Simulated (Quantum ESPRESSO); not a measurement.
# Voltage at the next charge: Ni(111), 4 layers, one monolayer of N on fcc sites against an electrode

Method. Quantum ESPRESSO 7.5, PBE, GBRV ultrasoft; ESM with bc3, a metal electrode 6.06 Å above the top atoms; cell area 5.365 Å²; ions fixed. V is the potential energy of an electron at the electrode over the slab's Fermi level, divided by e, so that it equals the work function at zero charge; positive charge removes electrons.

| charge (e a cell) | V (V) |
| --- | --- |
| 0 | 7.502 |
| 0.008 | 8.922 |
| 0.0161 | 10.361 |

One more run was made and is withheld. What is V at a charge of 0.0322 e, and what capacitance do the rows imply?

**Fit.** The last two rows give dV/dq = (10.361 − 8.922)/(0.0161 − 0.008) = 177.7 V/e, so C = 1602/(5.365 × 177.7) = 1.68 µF/cm², an effective gap of 8.854/1.68 = 5.27 Å. At constant C, V = 10.361 + 177.7 × 0.0161 = 13.22 V.

**The withheld run.** V = 13.235 V; the estimate misses by −0.01 V, 0.5 % of the step. Over the three intervals C goes 1.68, 1.68 and 1.67 µF/cm².

**Limits.** Vacuum fills the gap; a dielectric or electrolyte would change C. The slab is thin.
